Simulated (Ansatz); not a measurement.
# AlFe: do energies and stresses tell the same story?

Level of theory: Ansatz 0.2.0, DFT PBEsol, scalar-relativistic, plane waves, PAW.

Settings: cutoff 420 eV, Γ-centred mesh 14×14×14 on the computed 2-atom cell, Gaussian smearing of 0.10 eV; collinear spin from starting moments 0 0.75 μB.

Relaxed cell: Pm-3m, a = 2.845 Å, b = 2.845 Å, c = 2.845 Å, α = 90.00°, β = 90.00°, γ = 90.00°, 2 atoms in the primitive cell. Whether it is the stable form of this composition wasn't checked.

Energies at zero smearing and pressures from the stress tensor, at volumes with shape and atoms relaxed:
```json
{"V (Å³/atom)": "10.132", "E − E(first) (meV/atom)": "0.00", "P (GPa)": "31.74"}
{"V (Å³/atom)": "10.478", "E − E(first) (meV/atom)": "-57.54", "P (GPa)": "21.87"}
{"V (Å³/atom)": "10.823", "E − E(first) (meV/atom)": "-95.30", "P (GPa)": "13.41"}
{"V (Å³/atom)": "11.168", "E − E(first) (meV/atom)": "-116.14", "P (GPa)": "6.18"}
{"V (Å³/atom)": "11.514", "E − E(first) (meV/atom)": "-122.49", "P (GPa)": "0.00"}
{"V (Å³/atom)": "11.859", "E − E(first) (meV/atom)": "-116.48", "P (GPa)": "-5.28"}
{"V (Å³/atom)": "12.205", "E − E(first) (meV/atom)": "-99.91", "P (GPa)": "-9.77"}
{"V (Å³/atom)": "12.665", "E − E(first) (meV/atom)": "-64.21", "P (GPa)": "-14.71"}
```

Check P = −dE/dV between neighbouring volumes, and get the bulk modulus from the pressures alone.

With 1 eV/Å³ = 160.2 GPa:
| middle V (Å³/atom) | −ΔE/ΔV (GPa) | mean P (GPa) |
| --- | --- | --- |
| 10.305 | 26.688 | 26.806 |
| 10.650 | 17.516 | 17.641 |
| 10.996 | 9.667 | 9.798 |
| 11.341 | 2.946 | 3.091 |
| 11.687 | -2.791 | -2.639 |
| 12.032 | -7.682 | -7.522 |
| 12.435 | -12.421 | -12.238 |

The two differ by 0.18 GPa at most. The mean of two end pressures misses the average over a step by about ΔV² P″/12, up to 0.13 GPa here; with that taken off 0.10 GPa remains. The stress is the derivative of the free energy, not of the energy at zero smearing, and with free energies 0.00 GPa remains. Around V = 11.514 Å³/atom, the two neighbours give B = −V ΔP/ΔV = 11.514 × 11.46 / 0.691 = 191.0 GPa, against B0 = 190.4 GPa from the Birch–Murnaghan fit of the energies.

Only parallel moments were tried here.

Only this magnetic start was tried.